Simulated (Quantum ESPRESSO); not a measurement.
# Ir (Fm-3m) in Quantum ESPRESSO: equation of state

Aim: energy against volume of Ir in PBE, for its equilibrium volume and stiffness.

All numbers are computed with Quantum ESPRESSO 7.5; they aren't measurements. Logs are shortened: lines on timing, memory, paths and dates and some standing lists are left out, and cuts for length are marked.

## 1. The structure

It takes space group Fm-3m (No. 225, cubic). The conventional cell has a = 3.831 Å, b = 3.831 Å, c = 3.831 Å, α = 90.00°, β = 90.00°, γ = 90.00°. Ir (site symmetry m-3m) is surrounded by 12 Ir at 2.71 Å.

## 2. Single point, PBE, 13.22 Å³/atom

pw.in reads:

```
&CONTROL
  calculation = 'scf'
  prefix = 'pwscf'
  outdir = './tmp'
  pseudo_dir = './pseudo'
  tprnfor = .true.
  tstress = .true.
  disk_io = 'nowf'
/
&SYSTEM
  ibrav = 0
  nat = 1
  ntyp = 1
  ecutwfc = 55
  ecutrho = 440
  nbnd = 13
  occupations = 'smearing'
  smearing = 'fd'
  degauss = 0.00367493
/
&ELECTRONS
  conv_thr = 2d-10
  electron_maxstep = 120
  mixing_beta = 0.5
/
ATOMIC_SPECIES
Ir   192.2170 Ir_pbe_v1.2.uspp.F.UPF
CELL_PARAMETERS angstrom
   0.0000000000    1.8764951499    1.8764951499
   1.8764951499    0.0000000000    1.8764951499
   1.8764951499    1.8764951499    0.0000000000
ATOMIC_POSITIONS crystal
Ir     0.0000000000    0.0000000000    0.0000000000
K_POINTS automatic
12 12 12 0 0 0
```

Potentials or basis: SSSP 1.3 efficiency PBE.

The run is started by

```bash
OMP_NUM_THREADS=1 pw.x -in pw.in > pw.out
```

pw.out:

```text
This program is part of the open-source Quantum ESPRESSO suite
     for quantum simulation of materials; please cite
[... 6 lines left out ...]
     using ibrav=0 with symmetry is DISCOURAGED, use correct ibrav instead

     Subspace diagonalization in iterative solution of the eigenvalue problem:
     a serial algorithm will be used

     G-vector sticks info
     --------------------
     sticks:   dense  smooth     PW     G-vecs:    dense   smooth      PW
     Sum         757     379    121                13851     4957     941

     Using Slab Decomposition

     bravais-lattice index     =            0
     lattice parameter (alat)  =       5.0149  a.u.
     unit-cell volume          =      89.1803 (a.u.)^3
     number of atoms/cell      =            1
     number of atomic types    =            1
     number of electrons       =        15.00
     number of Kohn-Sham states=           13
     kinetic-energy cutoff     =      55.0000  Ry
     charge density cutoff     =     440.0000  Ry
     scf convergence threshold =      2.0E-10
     mixing beta               =       0.5000
     number of iterations used =            8  plain     mixing
     Exchange-correlation= SLA  PW   PBE  PBE
                           (   1   4   3   4   0   0   0)

     celldm(1)=   5.014889  celldm(2)=   0.000000  celldm(3)=   0.000000
     celldm(4)=   0.000000  celldm(5)=   0.000000  celldm(6)=   0.000000

     crystal axes: (cart. coord. in units of alat)
               a(1) = (   0.000000   0.707107   0.707107 )
               a(2) = (   0.707107   0.000000   0.707107 )
               a(3) = (   0.707107   0.707107   0.000000 )

     reciprocal axes: (cart. coord. in units 2 pi/alat)
               b(1) = ( -0.707107  0.707107  0.707107 )
               b(2) = (  0.707107 -0.707107  0.707107 )
               b(3) = (  0.707107  0.707107 -0.707107 )

     PseudoPot. # 1 for Ir read from file:
     Ir_pbe_v1.2.uspp.F.UPF
     Pseudo is Ultrasoft + core correction, Zval = 15.0
     Generated by new atomic code, or converted to UPF format
     Using radial grid of  983 points,  7 beta functions with:
                l(1) =   0
                l(2) =   0
                l(3) =   1
                l(4) =   1
                l(5) =   1
                l(6) =   2
                l(7) =   2
     Q(r) pseudized with  8 coefficients,  rinner =    1.400   1.400   1.400
                                                       1.400   1.400

     atomic species   valence    mass     pseudopotential
     Ir               15.00   192.21700     Ir( 1.00)

     48 Sym. Ops., with inversion, found

   Cartesian axes

     site n.     atom                  positions (alat units)
         1        Ir     tau(   1) = (   0.0000000   0.0000000   0.0000000  )

     number of k points=    72  Fermi-Dirac smearing, width (Ry)=  0.0037
                       cart. coord. in units 2pi/alat
        k(    1) = (   0.0000000   0.0000000   0.0000000), wk =   0.0011574
        k(    2) = (   0.0589256   0.0589256  -0.0589256), wk =   0.0092593
        k(    3) = (   0.1178511   0.1178511  -0.1178511), wk =   0.0092593
        k(    4) = (   0.1767767   0.1767767  -0.1767767), wk =   0.0092593
        k(    5) = (   0.2357023   0.2357023  -0.2357023), wk =   0.0092593
        k(    6) = (   0.2946278   0.2946278  -0.2946278), wk =   0.0092593
[... 64 lines left out ...]
        k(   71) = (  -0.7071068   0.2357023   0.0000000), wk =   0.0138889
        k(   72) = (  -0.7071068   0.3535534   0.0000000), wk =   0.0069444

     Dense  grid:    13851 G-vectors     FFT dimensions: (  36,  36,  36)

     Smooth grid:     4957 G-vectors     FFT dimensions: (  24,  24,  24)

     Initial potential from superposition of free atoms

     starting charge      14.5000, renormalised to      15.0000

     negative rho (up, down):  3.746E-01 0.000E+00
     Starting wfcs are   12 randomized atomic wfcs +    1 random wfcs

     Self-consistent Calculation

     iteration #  1     ecut=    55.00 Ry     beta= 0.50
     Davidson diagonalization with overlap
     ethr =  1.00E-02,  avg # of iterations =  4.3

     negative rho (up, down):  3.293E-01 0.000E+00

     total energy              =    -181.68484406 Ry
     estimated scf accuracy    <       0.57385891 Ry

     iteration #  2     ecut=    55.00 Ry     beta= 0.50
     Davidson diagonalization with overlap
     ethr =  3.83E-03,  avg # of iterations =  2.4
[... 51 lines left out ...]
     iteration #  8     ecut=    55.00 Ry     beta= 0.50
     Davidson diagonalization with overlap
     ethr =  6.15E-12,  avg # of iterations =  2.0

     negative rho (up, down):  3.161E-01 0.000E+00

     End of self-consistent calculation

          k = 0.0000 0.0000 0.0000 (   609 PWs)   bands (ev):

   -22.3230 -22.3230 -22.3230  15.3756  22.8381  22.8381  22.8381  25.8226
    25.8226  37.6508  40.5704  46.4817  46.4817

          k = 0.0589 0.0589-0.0589 (   612 PWs)   bands (ev):

   -22.3938 -22.3325 -22.3325  15.7077  22.6582  22.9797  22.9797  25.7272
    25.7272  37.6505  41.1566  45.1844  47.0528
[... 113 lines left out ...]
   -23.1513 -22.6475 -22.4634  19.4764  22.1364  23.0273  23.6902  26.5184
    30.1317  37.4967  37.7446  42.8158  44.7134

          k =-0.0589-0.2946 0.2946 (   611 PWs)   bands (ev):

   -22.9984 -22.6064 -22.4200  19.2991  21.8092  22.6911  23.9768  25.2913
    28.7939  37.6464  40.2746  44.0807  45.6420

          k = 0.0000-0.2357 0.2357 (   616 PWs)   bands (ev):

   -22.8276 -22.5250 -22.3819  18.3355  21.6304  23.1748  24.1644  24.5380
    27.4013  37.6487  41.9127  44.8501  47.2515

          k = 0.3536 0.0000 0.0000 (   592 PWs)   bands (ev):

   -22.8176 -22.5099 -22.5099  18.4948  20.6431  23.7803  25.0452  25.0452
    26.8805  37.6500  45.0993  45.8234  45.8234

          k = 0.4125 0.0589-0.0589 (   613 PWs)   bands (ev):
[... 16 lines left out ...]
   -23.1573 -22.8064 -22.5554  19.8738  21.3262  23.1195  24.6606  27.7344
    32.9084  34.8064  37.6552  41.8070  45.5399

          k =-0.0589-0.4125 0.4125 (   616 PWs)   bands (ev):

   -23.1028 -22.8292 -22.5132  20.2871  21.5956  22.5452  24.5118  26.6353
    31.5550  37.4657  37.7129  41.2506  45.1542

          k = 0.0000-0.3536 0.3536 (   616 PWs)   bands (ev):

   -23.0493 -22.7518 -22.4637  20.3345  21.6719  22.0878  24.4124  25.5961
    30.3593  37.6426  39.3410  42.5351  44.8024

          k = 0.4714 0.0000 0.0000 (   624 PWs)   bands (ev):

   -23.0491 -22.6024 -22.6024  18.9820  19.7898  24.8511  26.5669  26.5669
    27.4748  37.6473  42.8850  42.8850  44.5278

          k = 0.5303 0.0589-0.0589 (   615 PWs)   bands (ev):
[... 21 lines left out ...]
   -23.2122 -22.6694 -22.6694  18.6317  19.2295  27.3587  27.9463  28.0849
    28.0849  37.6416  40.1680  40.1680  40.8642

          k =-0.0589-0.6482 0.6482 (   618 PWs)   bands (ev):

   -23.2388 -22.7167 -22.6785  18.6473  19.2488  26.7282  27.6700  28.6222
    30.5189  37.5523  37.8229  39.8487  40.2797

          k = 0.0000-0.5893 0.5893 (   620 PWs)   bands (ev):

   -23.1967 -22.8055 -22.6579  18.9808  19.7397  25.3609  27.0344  28.3552
    33.1408  35.5071  37.6532  39.9251  41.1001

          k =-0.7071 0.0000 0.0000 (   636 PWs)   bands (ev):

   -23.2710 -22.6938 -22.6938  18.4277  19.0356  28.1277  28.8136  28.8136
    28.9200  37.6209  38.8069  39.0057  39.0057

          k = 0.2357 0.1179-0.0000 (   599 PWs)   bands (ev):

   -22.6676 -22.4460 -22.3836  17.3839  21.6885  23.4913  23.8535  24.7827
    26.4528  37.6502  43.2823  43.9165  47.2107

          k = 0.2946 0.1768-0.0589 (   606 PWs)   bands (ev):
[... 41 lines left out ...]
   -23.1662 -22.7479 -22.5295  20.0270  21.4250  22.9323  24.3147  27.3453
    31.7946  35.9381  37.6589  42.5054  44.1468

          k =-0.0589-0.2946 0.4125 (   617 PWs)   bands (ev):

   -23.0844 -22.7183 -22.4888  20.1393  21.8185  21.8572  24.5415  26.2670
    30.3410  37.6374  38.6871  42.9122  44.3493

          k = 0.0000-0.2357 0.3536 (   616 PWs)   bands (ev):

   -22.9761 -22.6318 -22.4452  19.5944  21.2528  22.4418  24.7972  25.1214
    28.8317  37.6469  40.8975  44.3480  45.2474

          k = 0.4714 0.1179 0.0000 (   614 PWs)   bands (ev):

   -23.0612 -22.6387 -22.5844  19.3497  20.0459  23.6245  26.5426  26.5598
    28.5752  37.6464  41.1856  42.6833  44.3585

          k =-0.1768-0.5303 0.6482 (   615 PWs)   bands (ev):
[... 26 lines left out ...]
   -23.1744 -22.7972 -22.6706  19.2330  19.9031  24.5983  26.7026  28.4948
    32.9037  36.2211  37.6591  39.7020  41.3954

          k =-0.0000-0.4714 0.5893 (   616 PWs)   bands (ev):

   -23.0957 -22.9131 -22.6391  19.6734  20.6392  23.5827  25.8837  28.1165
    34.2360  35.5766  37.6485  39.2348  42.5260

          k =-0.7071 0.1179 0.0000 (   620 PWs)   bands (ev):

   -23.2333 -22.7337 -22.6964  18.7693  19.3527  26.1773  27.4815  28.8156
    31.6977  37.1649  37.6973  38.8638  40.4749

          k =-0.2357-0.4714 0.7071 (   624 PWs)   bands (ev):

   -23.0772 -22.7374 -22.5517  20.3292  20.7739  22.0460  25.7462  26.5641
    30.4405  37.6409  39.2291  41.8369  44.1832

          k =-0.1768-0.4125 0.6482 (   621 PWs)   bands (ev):
[... 11 lines left out ...]
   -23.1217 -22.8138 -22.6563  19.8818  20.4159  23.0585  26.1923  28.0762
    32.5359  37.4932  37.7631  39.3386  42.3732

          k =-0.0589-0.4125 0.6482 (   619 PWs)   bands (ev):

   -23.0657 -22.9126 -22.6720  20.1413  20.9994  22.5846  25.4343  28.4420
    34.7060  35.8692  37.6525  38.9673  41.8036

          k = 0.0000-0.3536 0.5893 (   625 PWs)   bands (ev):

   -23.0247 -22.9560 -22.6438  20.4797  21.5033  21.8130  25.2533  28.0739
    33.6489  37.6275  37.8174  38.1416  42.6163

          k =-0.7071 0.2357 0.0000 (   618 PWs)   bands (ev):

   -23.1301 -22.8417 -22.7021  19.6261  20.2861  23.7802  26.0090  28.8190
    34.4389  36.2687  37.6689  38.2283  41.1400

          k =-0.7071 0.3536 0.0000 (   616 PWs)   bands (ev):

   -22.9871 -22.9871 -22.7049  20.2200  21.7864  21.7864  25.1117  28.8208
    36.0181  36.7419  36.7419  37.6670  41.2536

     the Fermi energy is    27.1830 ev

!    total energy              =    -181.77197746 Ry
     estimated scf accuracy    <          1.9E-11 Ry
     smearing contrib. (-TS)   =      -0.00030127 Ry
     internal energy E=F+TS    =    -181.77167619 Ry

     The total energy is F=E-TS. E is the sum of the following terms:
     one-electron contribution =      -2.17869747 Ry
     hartree contribution      =      16.40794796 Ry
     xc contribution           =     -50.54464397 Ry
     ewald contribution        =    -145.45628271 Ry

     convergence has been achieved in   8 iterations

     negative rho (up, down):  3.161E-01 0.000E+00

     Forces acting on atoms (cartesian axes, Ry/au):

     atom    1 type  1   force =     0.00000000    0.00000000    0.00000000

     Total force =     0.000000     Total SCF correction =     0.000000

     Computing stress (Cartesian axis) and pressure

     negative rho (up, down):  3.161E-01 0.000E+00
          total   stress  (Ry/bohr**3)                   (kbar)     P=      393.79
   0.00267695  -0.00000000  -0.00000000          393.79       -0.00       -0.00
  -0.00000000   0.00267695  -0.00000000           -0.00      393.79       -0.00
   0.00000000  -0.00000000   0.00267695            0.00       -0.00      393.79

=------------------------------------------------------------------------------=
   JOB DONE.
=------------------------------------------------------------------------------=
```

Wall time 12 s (1 thread of Intel Xeon Platinum 8375C at 2.90GHz (Ice Lake), shared host); peak memory 0.11 GiB.

What came out:

```
Free energy            : -2473.1337 eV
Pressure               : 39.4 GPa
Band gap on the k mesh : none (metal or under the smearing width)
```

## 3. Single point, PBE, 13.50 Å³/atom

Changes to pw.in since step 2:

```diff
@@ -28,5 +28,5 @@
 CELL_PARAMETERS angstrom
-   0.0000000000    1.8764951499    1.8764951499
-   1.8764951499    0.0000000000    1.8764951499
-   1.8764951499    1.8764951499    0.0000000000
+   0.0000000000    1.8897103398    1.8897103398
+   1.8897103398    0.0000000000    1.8897103398
+   1.8897103398    1.8897103398    0.0000000000
 ATOMIC_POSITIONS crystal
```

Potentials or basis: SSSP 1.3 efficiency PBE.

The run is started by

```bash
OMP_NUM_THREADS=1 pw.x -in pw.in > pw.out
```

Wall time 14 s (1 thread of Intel Xeon Platinum 8375C at 2.90GHz (Ice Lake), shared host); peak memory 0.12 GiB.

Results (log left out):

* Free energy: -2473.1950 eV
* Pressure: 28.5 GPa
* Band gap on the k mesh: none (metal or under the smearing width)

## 4. Single point, PBE, 13.78 Å³/atom

Changes to pw.in since step 3:

```diff
@@ -28,5 +28,5 @@
 CELL_PARAMETERS angstrom
-   0.0000000000    1.8897103398    1.8897103398
-   1.8897103398    0.0000000000    1.8897103398
-   1.8897103398    1.8897103398    0.0000000000
+   0.0000000000    1.9027432368    1.9027432368
+   1.9027432368    0.0000000000    1.9027432368
+   1.9027432368    1.9027432368    0.0000000000
 ATOMIC_POSITIONS crystal
```

The run is started by

```bash
OMP_NUM_THREADS=1 pw.x -in pw.in > pw.out
```

It took 13 s on 1 thread of Intel Xeon Platinum 8375C at 2.90GHz (Ice Lake), shared host; peak memory 0.12 GiB.

The run converged. Its results:

* Free energy: -2473.2380 eV
* Pressure: 18.9 GPa
* Band gap on the k mesh: none (metal or under the smearing width)

## 5. Single point, PBE, 14.06 Å³/atom

Changes to pw.in since step 4:

```diff
@@ -28,5 +28,5 @@
 CELL_PARAMETERS angstrom
-   0.0000000000    1.9027432368    1.9027432368
-   1.9027432368    0.0000000000    1.9027432368
-   1.9027432368    1.9027432368    0.0000000000
+   0.0000000000    1.9156000000    1.9156000000
+   1.9156000000    0.0000000000    1.9156000000
+   1.9156000000    1.9156000000    0.0000000000
 ATOMIC_POSITIONS crystal
```

The run is started by

```bash
OMP_NUM_THREADS=1 pw.x -in pw.in > pw.out
```

Wall time 12 s (1 thread of Intel Xeon Platinum 8375C at 2.90GHz (Ice Lake), shared host); peak memory 0.12 GiB.

It converged, with:

```
Free energy            : -2473.2653 eV
Pressure               : 10.3 GPa
Band gap on the k mesh : none (metal or under the smearing width)
```

(Part 1 of 2 ends here.)
